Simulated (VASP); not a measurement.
Here is a VASP 6.6.1 calculation.

The input INCAR:

```
SYSTEM = SiC
ALGO = Normal ; EDIFF = 1E-7
EDIFFG = -0.15 ; ENCUT = 520
GGA = PE ; IBRION = 2
ISIF = 3 ; ISMEAR = 0
KPAR = 4 ; LASPH = .True.
LCHARG = .False. ; LREAL = .False.
LWAVE = .False. ; NELM = 60
NSW = 80 ; PREC = Accurate
SIGMA = 0.02
```

Contents of KPOINTS:

```
k-points
0
Gamma
  12 12 6
  0 0 0
```

The input POSCAR:

```
SiC
1.0
    3.0760000000      0.0000000000      0.0000000000
   -1.5380000000      2.6638941400      0.0000000000
    0.0000000000      0.0000000000      5.0480000000
Si C
2 2
Direct
    0.3333333300      0.6666666700      0.0000000000
    0.6666666700      0.3333333300      0.5000000000
    0.3333333300      0.6666666700      0.3850000000
    0.6666666700      0.3333333300      0.8850000000
```

Potentials or basis: VASP PAW PBE potentials, release 64 (Si, C).

The run is started by

```console
$ cat potpaw_PBE.64/Si/POTCAR potpaw_PBE.64/C/POTCAR > POTCAR
$ mpirun -np 4 vasp_std > vasp.out
```

Problem. Predict the space group after relaxing (to 0.05 Å).

Solution. P6_3mc (No. 186).

Problem. Predict the relaxed volume.

Solution. 10.52 Å³/atom.

Problem. Estimate the band gap on the k mesh.

Solution. 2.40 eV, indirect (least direct gap 3.89 eV).

The path:
```tsv
step	energy change (eV)	largest force (eV/Å)	pressure (GPa)	volume (Å³)
1	0.0000	0.7527	3.64	41.36
2	-0.0031	0.6250	-3.56	42.78
3	-0.0397	0.0845	-0.45	42.09
```

Caveat: the relaxation stopped at a loose force limit of 0.15 eV/Å, so its end isn't a converged minimum. Zero-point motion and thermal expansion aren't in these numbers.
